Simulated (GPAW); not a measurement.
Runs of GPAW 26.7.0 on Ge. The structure is orthorhombic, space group Cmcm (No. 63). The conventional cell has a = 2.976 Å, b = 5.189 Å, c = 4.728 Å, α = 90.00°, β = 90.00°, γ = 90.00°. Around Ge (site symmetry m2m) lie 12 Ge at 2.92 to 2.99 Å. This isn't the form of Ge at room conditions, which is diamond.

```csv
level,gap on the mesh (eV),pressure (GPa),relaxed volume (Å³/atom),largest force (eV/Å)
PBEsol+D3,none,-0.2,(a),0.01
PBEsol+D3(BJ)+ATM,none,0.0,17.61,0.02
PBEsol+D3(BJ),none,0.0,(b),0.02
PBEsol+D4,none,-0.1,17.82,0.01
PBEsol,none,0.0,18.24,0.01
```

Alike in all rows: task relaxation of cell and atoms; potentials or basis PAW data sets generated in the run's folder for this functional, pw; no spin polarisation; cell relaxed; k mesh 10 × 10 × 6; cutoff (eV) 600; smearing fermi-dirac 0.05 eV.

Question: Estimate the missing entries.

Answer: (a) 17.92; (b) 17.53.

Caveats: later steps reuse the first step's grids; pairwise dispersion overbinds metals, which lowers pressure and volume (some runs).

A k mesh can miss the band edges, and the runs leave out spin-orbit coupling on Ge.

A gap of «none» marks a metal or a gap under the smearing width.
